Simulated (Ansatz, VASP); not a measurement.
## Cross-check of MoS2 between VASP and Ansatz

One calculation is typed for both programs; each brings its own data sets. How far apart do they land? The cell is taken from a series of runs on this material, whose earlier steps may have relaxed, scaled, displaced or heated it; both programs get it as it stands.

Main program and level: Ansatz 0.2.0; plane waves, with VASP 6.6.1 beside it; single point at LDA.

## (1) Starting point

The cell holds 3 atoms: 1 Mo and 2 S. Its edges and angles: a = 3.089 Å, b = 3.089 Å, c = 29.617 Å, α = 90.0°, β = 90.0°, γ = 120.0°. Vacuum lies along c.

As a file:

```xyz
3
Lattice="0.0000 2.1843 2.1843 2.1843 -2.1843 0.0000 17.0995 17.0995 -17.0995" Properties=species:S:1:pos:R:3
Mo    5.4584    5.4584   -5.4584
S     7.8388    5.6545   -5.6545
S     5.2624    5.2624   -3.0780
```

## (2) VASP: single point, LDA

A single point gives forces, pressure and levels at one fixed geometry, so differences don't come from the geometry; what else differs is listed under the comparison.

Lines of VASP's logs that name or quote its potential files are left out, and so is its time.

Contents of INCAR:

```
SYSTEM = MoS2
PREC = Accurate
ENCUT = 400
EDIFF = 1E-06
NELM = 120
ISMEAR = 0
SIGMA = 0.08
LREAL = .FALSE.
ALGO = Normal
GGA = PW92
NBANDS = 19
LASPH = .TRUE.
LORBIT = 11
LWAVE = .FALSE.
LCHARG = .FALSE.
ISIF = 2
LDIPOL = .TRUE.
IDIPOL = 3
DIPOL = 0.5 0.5 0.319
LVHAR = .TRUE.
GGA_COMPAT = .FALSE.
NELMDL = -8
```

Contents of POSCAR:

```
MoS2
1.0
    0.0000000000      2.1843446900      2.1843446900
    2.1843446900     -2.1843446900      0.0000000000
   17.0994905900     17.0994905900    -17.0994905900
Mo S
1 2
Direct
    0.0000000000      0.0000000000      0.3192165679
    0.3333333333      0.6666666667      0.3732627497
    0.6666666667      0.3333333333      0.2651703861
```

Contents of KPOINTS:

```
Automatic mesh
0
Gamma
12 12 1
0 0 0
```

PAW data sets: Mo_sv and S (LDA family, release 64).

The run is started by

```sh
$ mpirun -np 1 vasp_std
```

Numbers of over 12 decimals in the logs are rounded to 6 here.

The log of the run:

```text
[banner, memory and clock lines left out]
running    1 mpi-ranks, on    1 nodes
 distrk:  each k-point on    1 cores,    1 groups
 distr:  one band on    1 cores,    1 groups

 POSCAR found type information on POSCAR MoS
 POSCAR found :  2 types and       3 ions
|                                                                             |
|               ----> ADVICE to this user running VASP <----                  |
|                                                                             |
|     You enforced a specific xc type in the INCAR file but a different       |
|     [... a line on the potential file left out ...]
|     I HOPE YOU KNOW WHAT YOU ARE DOING!                                     |
|                                                                             |

 LDA part: xc-table for (Slater(with rela. corr.)+PW92), standard interpolation
 POSCAR, INCAR and KPOINTS ok, starting setup
 FFT: planning ... GRIDC
 FFT: planning ... GRID_SOFT
 FFT: planning ... GRID
 WAVECAR not read
 entering main loop
       N       E                     dE             d eps       ncg     rms          rms(c)
DAV:   1     0.131821768200E+03    0.13182E+03   -0.12081E+04  1026   0.852E+02
DAV:   2    -0.143682178225E+02   -0.14619E+03   -0.14385E+03  1007   0.208E+02
DAV:   3    -0.248099057663E+02   -0.10442E+02   -0.10373E+02   939   0.516E+01
DAV:   4    -0.249815309435E+02   -0.17163E+00   -0.17111E+00   980   0.720E+00
DAV:   5    -0.249850372706E+02   -0.35063E-02   -0.35021E-02   951   0.984E-01
DAV:   6    -0.249851679484E+02   -0.13068E-03   -0.13067E-03  1007   0.174E-01
DAV:   7    -0.249851744295E+02   -0.64811E-05   -0.64813E-05   954   0.337E-02
DAV:   8    -0.249851748130E+02   -0.38346E-06   -0.38308E-06   930   0.760E-03    0.255E+01
DAV:   9    -0.240816364696E+02    0.90354E+00   -0.13917E+01   790   0.222E+01    0.931E+00
DAV:  10    -0.239568787000E+02    0.12476E+00   -0.10636E+01   828   0.184E+01    0.769E+00
DAV:  11    -0.235066635977E+02    0.45022E+00   -0.25682E+00   818   0.917E+00    0.150E+00
DAV:  12    -0.235082557606E+02   -0.15922E-02   -0.54135E-02   815   0.149E+00    0.688E-01
DAV:  13    -0.235042961415E+02    0.39596E-02   -0.19393E-02   808   0.846E-01    0.115E-01
DAV:  14    -0.235043033894E+02   -0.72478E-05   -0.79049E-04   876   0.184E-01    0.779E-02
[...]
DAV:  19    -0.235051015269E+02   -0.12952E-03   -0.92879E-06   762   0.897E-03    0.446E-03
DAV:  20    -0.235051320271E+02   -0.30500E-04   -0.10002E-06   721   0.446E-03    0.175E-03
DAV:  21    -0.235051660818E+02   -0.34055E-04   -0.20819E-06   692   0.371E-03    0.696E-04
DAV:  22    -0.235051738020E+02   -0.77202E-05   -0.27479E-07   654   0.221E-03    0.132E-03
DAV:  23    -0.235051812554E+02   -0.74534E-05   -0.21159E-07   604   0.172E-03    0.190E-04
DAV:  24    -0.235051851610E+02   -0.39056E-05   -0.11301E-07   617   0.101E-03    0.440E-04
DAV:  25    -0.235051867174E+02   -0.15564E-05   -0.28973E-08   584   0.748E-04    0.145E-04
DAV:  26    -0.235051874723E+02   -0.75490E-06   -0.13173E-08   537   0.366E-04
   1 F= -.23505187E+02 E0= -.23502183E+02  d E =-.600836E-02
```

OUTCAR, selected parts (step 2):

```text
ion  position               nearest neighbor table
   1  0.000  0.000  0.319-   2 2.40   3 2.40   3 2.40   2 2.40   3 2.40   2 2.40
   2  0.333  0.667  0.373-   1 2.40   1 2.40   1 2.40
   3  0.667  0.333  0.265-   1 2.40   1 2.40   1 2.40

  LATTYP: Found a hexagonal cell.
 ALAT       =     3.0891298855
 C/A-ratio  =     9.5875497578

 Subroutine GETGRP returns: Found 12 space group operations
 (whereof  6 operations were pure point group operations)

The static configuration has the point symmetry C_3v.
 The point group associated with its full space group is D_3d.

 Found     19 irreducible k-points:

   k-points           NKPTS =     19   k-points in BZ     NKDIM =     19   number of bands    NBANDS=     19

   dimension x,y,z NGX =    20 NGY =   20 NGZ =  196
   dimension x,y,z NGXF=    40 NGYF=   40 NGZF=  392

   ENCUT  =  400.0 eV  29.40 Ry    5.42 a.u.   5.04  5.04 48.30*2*pi/ulx,y,z

   NELECT =      26.0000    total number of electrons

 k-points in reciprocal lattice and weights: Automatic mesh
   0.00000000  0.00000000  0.00000000       0.007
   0.08333333  0.00000000  0.00000000       0.042
   0.16666667  0.00000000  0.00000000       0.042
   0.25000000  0.00000000  0.00000000       0.042
   0.33333333  0.00000000  0.00000000       0.042
   0.41666667  0.00000000  0.00000000       0.042
   0.50000000  0.00000000  0.00000000       0.021
   0.08333333  0.08333333  0.00000000       0.042
   0.16666667  0.08333333  0.00000000       0.083
[...]
0.33333333  0.25000000  0.00000000       0.083
   0.33333333  0.33333333  0.00000000       0.014

 dipolmoment          -0.000000     -0.000000      0.000000 electrons x Angstroem

 average (electrostatic) potential at core
       1 -84.8700       2 -95.0677       3 -95.0676

 E-fermi :  -2.4664

 k-point     1 :       0.0000    0.0000    0.0000
  band No.  band energies     occupation
    ...
      9      -6.2379      2.00000
     10      -5.7119      2.00000
     11      -3.7524      2.00000
     12      -3.3339      2.00000
     13      -3.3339      2.00000
     14      -2.3813      0.13215
     15      -2.3813      0.13215
     16       0.9433      0.00000
     17       0.9433      0.00000
     18       2.2577      0.00000
    ...

 k-point     2 :       0.0833    0.0000    0.0000
  band No.  band energies     occupation
    ...
      9      -6.1661      2.00000
     10      -5.2721      2.00000
     11      -4.0234      2.00000
     12      -3.6998      2.00000
     13      -3.6493      2.00000
     14      -2.2842      0.00128
     15      -2.0474      0.00000
     16       0.5428      0.00000
     17       0.8796      0.00000
     18       2.4190      0.00000
    ...

 k-point     3 :       0.1667    0.0000    0.0000
  band No.  band energies     occupation
    ...
      9      -6.0300      2.00000
     10      -5.4981      2.00000
     11      -4.7324      2.00000
     12      -4.1622      2.00000
     13      -3.7495      2.00000
     14      -2.1663      0.00000
     15      -1.6579      0.00000
     16       0.0121      0.00000
     17       0.8126      0.00000
     18       2.8421      0.00000
    ...

  Total       -0.0418709     -0.0418709     -0.0418709      0.0583057     -0.0583057     -0.0583057
  in kB       -0.2740795     -0.2740795     -0.2740795      0.3816583     -0.3816583     -0.3816583
  external PRESSURE =      -0.2740795 kB  Pullay stress =       0.0000000 kB

  energy-cutoff  :      400.00
  volume of cell :      244.76
      direct lattice vectors                 reciprocal lattice vectors
     0.000000000  2.184344690  2.184344690     0.152601068  0.152601068  0.305202137
     2.184344690 -2.184344690  0.000000000     0.305202137 -0.152601068  0.152601068
    17.099490590 17.099490590-17.099490590     0.019493758  0.019493758 -0.019493758

 POSITION                                       TOTAL-FORCE (eV/Angst)
 -----------------------------------------------------------------------------------
      5.45844      5.45844     -5.45844        -0.000000     -0.000000      0.000000
      7.83883      5.65449     -5.65449         0.030413      0.030413     -0.030413
      5.26239      5.26239     -3.07805        -0.030413     -0.030413      0.030413
 -----------------------------------------------------------------------------------
    total drift:                               -0.000062     -0.000062      0.000062

  FREE ENERGIE OF THE ION-ELECTRON SYSTEM (eV)
  ---------------------------------------------------
  free  energy   TOTEN  =       -23.5051874723 eV

  energy  without entropy=      -23.4991791165  energy(sigma->0) =      -23.50218329

 vacuum level on the upper side and lower side of the slab         2.816         2.816

 total charge
# of ion       s       p       d       tot
------------------------------------------
    1        2.304   6.236   4.006  12.546
    2        1.367   2.319   0.000   3.686
    3        1.367   2.319   0.000   3.686
--------------------------------------------------
tot          5.037  10.875   4.006  19.918

[... 3 further parts left out ...]
```

This run has no spin polarisation, so a moment on Mo, if there is one, isn't seen.

## (3) Ansatz: single point, LDA

Ansatz runs on its default PAW (the set named soft_2) files.

The same cell, functional (in two slightly different forms), mesh and smearing now go to Ansatz, which takes its cutoff from its data sets.

Contents of input.yaml:

```yaml
crystal:
  lattice:
    - [0.0, 2.18434469, 2.18434469]
    - [2.18434469, -2.18434469, 0.0]
    - [17.09949059, 17.09949059, -17.09949059]
  atoms:
    - { symbol: Mo, position: [0.0, 0.0, 0.3192165679] }
    - { symbol: S, position: [0.3333333333, 0.6666666667, 0.3732627497] }
    - { symbol: S, position: [0.6666666667, 0.3333333333, 0.2651703861] }
  periodic: [true, true, false]
kpoints:
  mp_grid: { grid: [12, 12, 1] }
  band_path:
    path:
      - [0.0, 0.0, 0.0]
      - [0.5, 0.0, 0.0]
      - [0.33333333, 0.33333333, 0.0]
      - [0.0, 0.0, 0.0]
    npoints: 10
hamiltonian:
  xc: lda
scf:
  occupations: { method: gaussian, width: 0.08 }
  n_extra_bands: 19
  max_iter: 150
  lower_state_search: "off"
output:
  eigenvalues: true
  forces: true
  stress: true
  fatbands: true
  write_density: true
  write_potential: true
  elf: true
  volumetric_format: npy
```

The run is started by

```sh
$ ansatz run input.yaml --threads 4 --pin off --max-ram 14745MiB --backend cpu --events-out ev --progress --plain --runs-dir out
```

The log of the run:

```text
scf.n_extra_bands = 19 over 13 filled bands (N_el = 26.0): the run solves 32 bands
Engine: ansatz 0.2.0, aarch64-unknown-linux-gnu
Pseudopotentials: kind: paw
Pseudopotential: Mo, paw, valence charge 14, recommended cutoff 420 eV (normal), Mo.paw.azcp
Pseudopotential: S, paw, valence charge 6, recommended cutoff 420 eV (normal), S.paw.azcp
Functional definition: SPW92
  exchange = slater_x
  correlation = pw_c
Crystal: 3 atoms, lattice volume = 244.764 Å³
Basis set: ecut = 420 eV, 4755 PW (Γ)
Bands: 32, of which v1, the nominal top of the filled ones, is band 13 counted from 1 (12 counted from 0)
Symmetry: 12 space group operations
Space group: P-3m1 (ITA 164), of the structure as read, at distance tolerance 6.3e-5 Å
k-points: 19 of 144
Non-local potential: Mo, projectors of the file, l = 0: 3, l = 1: 2, l = 2: 2, l = 3: 1
Non-local potential: S, projectors of the file, l = 0: 2, l = 1: 2, l = 2: 2
PAW form: soft (Blöchl's): semilocal exchange-correlation on the pseudo side does not see the compensation charge
PAW frozen core: Mo, regenerated for the run's functional, and the local potential with it (the file was generated under x = pbe(κ = 0.804, μ = 0.219515), c = pbe(β = 0.066725))
PAW frozen core: S, regenerated for the run's functional, and the local potential with it (the file was generated under x = pbe(κ = 0.804, μ = 0.219515), c = pbe(β = 0.066725))
PAW one-centre angular grid: Mo, 590 points (default); XC on 64 Gauss nodes
PAW one-centre angular grid: S, 110 points (default); XC on 64 Gauss nodes
Initial density: superposition of atomic densities (neutral atoms: chi_scale 0, normalization atom), corrected by the library's trained network
Initial wavefunctions: pseudopotential atomic-orbital guess
Functional: x = slater, c = lda
SCF iter   1: F=—  HF=-6583.923646 eV  |F-HF|=—  |Δ(HF+E_count)|=         —  Δρ=3.26e-3  dr2=1.70e-2  ethr=1.77e-3  ⟨swp⟩=13.1  Hψ=5503  notcnv=0  defer=170
preconditioner: auto → LDOS  [metal: Δε(μ)=0.021 eV  Ē_g=13.928 eV  σ=0.080 eV  W_gap=0.14  n_scr=16 (ndim 8)  ℏωp=10.1 eV  f_vac=0.759  D(μ)=1.90/eV (n_scr^D=10)  β→1.0]
SCF iter   2: F=—  HF=-6583.922626 eV  |F-HF|=—  |Δ(HF+E_count)|=   1.02e-3  Δρ=1.13e-3  dr2=2.26e-3  ethr=6.55e-5  ⟨swp⟩=3.6  Hψ=1293  notcnv=0  defer=238
SCF iter   3: F=—  HF=-6583.921971 eV  |F-HF|=—  |Δ(HF+E_count)|=   6.55e-4  Δρ=3.36e-4  dr2=4.29e-4  ethr=8.69e-6  ⟨swp⟩=3.5  Hψ=864  notcnv=0  defer=238
SCF iter   4: F=—  HF=-6583.921898 eV  |F-HF|=—  |Δ(HF+E_count)|=   7.29e-5  Δρ=8.17e-5  dr2=1.33e-5  ethr=1.65e-6  ⟨swp⟩=2.6  Hψ=558  notcnv=0  defer=238
SCF iter   5: F=—  HF=-6583.921865 eV  |F-HF|=—  |Δ(HF+E_count)|=   3.36e-5  Δρ=1.67e-5  dr2=3.14e-7  ethr=5.12e-8  ⟨swp⟩=3.1  Hψ=834  notcnv=0  defer=238
SCF iter   6: F=-6583.921865 eV  HF=-6583.921865 eV  |F-HF|=4.87e-8  |Δ(HF+E_count)|=   7.25e-7  Δρ=5.23e-6  dr2=7.79e-8  ethr=3.85e-10  ⟨swp⟩=33.6  Hψ=8810  notcnv=0
SCF 1 converged in 6 iterations: F = -6583.921865 eV  dr2 = 7.79e-8
  greatest PAW one-centre occupation: 0.999 electrons in one spin orbital (limit 2), on the Mo atom at site 0 (counted from 0), in its partial waves of l = 0
NSCF: frozen V_eff on 31 k-points
WARN: The output density's exchange-correlation potential varies sharply where the density is thin. Do not read a vacuum level from v_tot or v_xc, or from such a field of the output density. On a cell that repeats whose density bears no net charge and no dipole along the vacuum's axis use v_es (v_loc + v_h of the components); under efield.dipole_correction with no amplitude use v_es + v_field, which holds any externa [...]
SCF converged after 6 iterations
Free energy (F): -6583.921865 eV
Harris-Foulkes:  -6583.921865 eV  (|F-HF|=4.87e-8)
Internal energy: -6583.915835 eV  (E = F + TS)
E sigma→0 (E₀):  -6583.918850 eV
Entropy (-TS):   -0.006030 eV (-2.010 meV/atom)
Fermi energy:    -5.294685 eV
--- Per-component energies (eV) ---
  E_band       = -582.287809
  E_kinetic    = 658.984397
  E_local      = -45829.344467  (includes V_loc(G=0)·N_el)
  E_nonlocal   = 206.682235
  E_hartree    = 22472.651274
  E_xc         = -376.102171
  E_vxc        = -405.643632  (∫ρ·V_xc dr)
  E_paw        = -4226.927449  (= ΣΔE_a)
  E_vpaw       = -158.264828  (= ΣTr[D̂ρ^β])
  E_aug_tail   = 0.000026  (compensation charges beyond the density's cutoff)
  E_ewald      = 20509.361109
  E_core_change = 0.779211  (= ΣΔE_core)
  E_smearing   = -0.006030  (= −TS)
  E_closure    = -0.000000  (closes the sum)
  Σ components = -6583.921865   (vs F -6583.921865, Δ=0.00e0)
--- Forces (eV/Å), atoms counted from 1 ---
  atom   1  Mo    -0.00000000     0.00000000     0.00000000
  atom   2  S      0.02759347     0.02759347    -0.02759347
  atom   3  S     -0.02759347    -0.02759347     0.02759347
  max |Σ_I F_I| component: 6.94e-18 eV/Å
--- 2D stress c σ (N/m, compression-positive) ---
       -0.047238       0.023619      -0.023619
        0.023619      -0.047238      -0.023619
       -0.023619      -0.023619      -0.047238
  P = ½ c Tr σ = -0.0709 N/m
--- Band table (eV; the first three rows and the last of 19) ---
  k-point 0: bands = [... 9 lower, -8.5380, -6.5776, -6.1672, -6.1672, -5.2068, -5.2068, -1.8911 (-1.8911°), -1.8911 (-1.8911°), ... 15 higher]
  k-point 1: bands = [... 9 lower, -8.0990, -6.8512, -6.5311, -6.4780, -5.1137, -4.8748, -2.2934, -1.9554, ... 15 higher]
  k-point 2: bands = [... 9 lower, -8.3258, -7.5592, -6.9926, -6.5766, -4.9973, -4.4864, -2.8288, -2.0231, ... 15 higher]
  k-point 18: bands = [... 9 lower, -9.2655, -9.2504, -9.2504, -4.8795, -4.8795, -4.1710, -1.9057, -1.9057, ... 15 higher]
  ° read free of the cell's end (the report's vacuum.weakly_bound_levels)
```

In the SCF lines HF is the Harris–Foulkes energy and dr2 the Hartree energy of the density residual, in eV; the loop may stop once dr2 is under the threshold and the program's other checks hold. Hψ counts applications of the Hamiltonian.

## (4) Side by side

Known differences besides the potentials themselves: Ansatz cuts the interaction across the vacuum, VASP repeats the sheet with a dipole correction; the cutoff is 420 eV in Ansatz and 400 eV in VASP; VASP's log shows a relativistic correction to its local exchange, Ansatz's none. Total energies have different zeros and are not compared.

Forces (eV/Å; atoms numbered as in POSCAR):

| atom | Ansatz x, y, z | VASP x, y, z |
| --- | --- | --- |
| Mo1 | 0.000, 0.000, 0.000 | 0.000, 0.000, 0.000 |
| S2 | 0.028, 0.028, -0.028 | 0.030, 0.030, -0.030 |
| S3 | -0.028, -0.028, 0.028 | -0.030, -0.030, 0.030 |

The forces differ by 2.3 meV/Å r.m.s., which is 9.3 % of the r.m.s. force of 0.025 eV/Å (both taken over all components). With vacuum in the cell, a pressure given here is an average over mostly empty space and none of the material.

## (5) Summary of results

* r.m.s. force difference (single point, LDA): 2.3 meV/Å

**Reading.** The r.m.s. force difference is 2.3 meV/Å (single point, LDA), within the 12 meV/Å picked in this series as the mark of a large difference. How closely two codes agree says nothing of how well the functional describes the real material.

[Lines on the potential files, build, host, timing and source positions are cut from VASP's logs without a mark.]

[Logs are printed without paths, hosts, clocks, repeated set-up lines and the standing remarks that a program may print on its own settings, such as how far it seeks lower states.]

[Hosts, paths, dates, database ids (printed as entryN), source tags and the programs' standing remarks are cut or masked in the printed files.]
